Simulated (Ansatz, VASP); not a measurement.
**BN: VASP beside Ansatz**

```xyz
2
Lattice="-0.2039 1.8441 1.8124 1.8124 -0.2039 1.8124 1.6085 1.6402 0.0000" Properties=species:S:1:pos:R:3 pbc="T T T"
B     0.0000    0.0000    0.0000
N     2.4127    2.4603    2.7186
```

Change from the starting cell: engineering shear strain xz -0.2250, normal strain along z +0.0175.

Alike in both runs: task single point; functional PBE; k mesh 12 × 12 × 12; occupations gaussian, width 0.05 eV; no spin polarisation.

|  | VASP | Ansatz |
| --- | --- | --- |
| version | VASP 6.6.1 | Ansatz 0.2.0 |
| potentials or method | VASP PAW PBE potentials, release 64 (B, N) | scalar-relativistic, plane waves, PAW |
| plane-wave cutoff (eV) | 520 | 520 |
| valence electrons in the cell | 8 | 8 |

|  | VASP | Ansatz | Ansatz less VASP |
| --- | --- | --- | --- |
| gap on the k mesh at the Fermi level (eV) | 1.92 | 1.92 | +0.008 |
| least direct gap on the mesh (eV) | 4.51 | 4.51 | -0.004 |
| pressure (GPa) | 16.4 | 16.1 | -0.25 |
| largest component of the traceless stress (GPa) | 99.20 | 98.69 | -0.508 |
| rms of the force components (eV/Å) | 0.206 | 0.189 | -0.0167 |

Atom by atom the forces differ by 0.017 eV/Å (rms over components).

Caveats: so large a pressure means that the cell lies far from this level's equilibrium, or that cutoff or potentials fall short (VASP). A k mesh can miss the band edges.
